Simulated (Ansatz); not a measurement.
# BaTiO$_{3}$, a database entry at a rescaled volume

```yaml
crystal:
  lattice:
    - [-3.96438, -2.82395, 2.83361]
    - [0.00000, 0.00000, 5.66721]
    - [-3.96438, 2.82395, 2.83361]
  atoms:
    - { symbol: Ba, position: [0.00000, 0.00000, 0.00000] }
    - { symbol: Ba, position: [0.50000, 0.50000, 0.50000] }
    - { symbol: Ti, position: [0.25000, 0.26430, 0.25000] }
    - { symbol: Ti, position: [0.75000, 0.76430, 0.75000] }
    - { symbol: O, position: [0.00000, 0.48900, 0.00000] }
    - { symbol: O, position: [0.50000, 0.98900, 0.50000] }
    - { symbol: O, position: [0.49390, 0.49833, 0.00610] }
    - { symbol: O, position: [0.99390, 0.99833, 0.50610] }
    - { symbol: O, position: [0.00610, 0.49833, 0.49390] }
    - { symbol: O, position: [0.50610, 0.99833, 0.99390] }
```

The numbers come from plane-wave PAW DFT (Ansatz): r2SCAN, no spin polarisation, 500 eV, 6×6×6 Γ-centred k points, fermi-dirac occupations (width 0.0114 eV). Nothing was relaxed.

(1) What do density and ELF say about some of the short contacts?

(2) What does the stress say?

(3) Metal or insulator? Give the gap.

(4) Where is the largest force?

(5) Which orbitals make up the band edges?

Origin: a database entry at a rescaled volume.

## Answers

(1) Ti–O at 1.91 Å: least valence density 0.79 e/Å³ and ELF 0.22 there. Ba–O at 2.77 Å: least valence density 0.19 e/Å³ and ELF 0.09 there, a closed-shell (ionic or weak) contact. Both are smooth PAW fields, read partly inside the augmentation spheres.

(2) The pressure is 1.7 GPa (compression positive), so with the atoms held at these fractions the cell would first expand.

(3) The gap is 2.32 eV, direct at the points sampled. A semilocal functional usually gives too small a gap.

(4) The largest is on O8 (and as large on other atoms): 0.26 eV/Å, components (0.00, 0.02, -0.26). It makes 41° with the line to a nearest neighbour, Ti4 at 1.91 Å, pointing towards it.

(5) Within 0.7 eV of the edges, the states project mainly on O p (95 %) below the gap and on Ti d (89 %) above it.
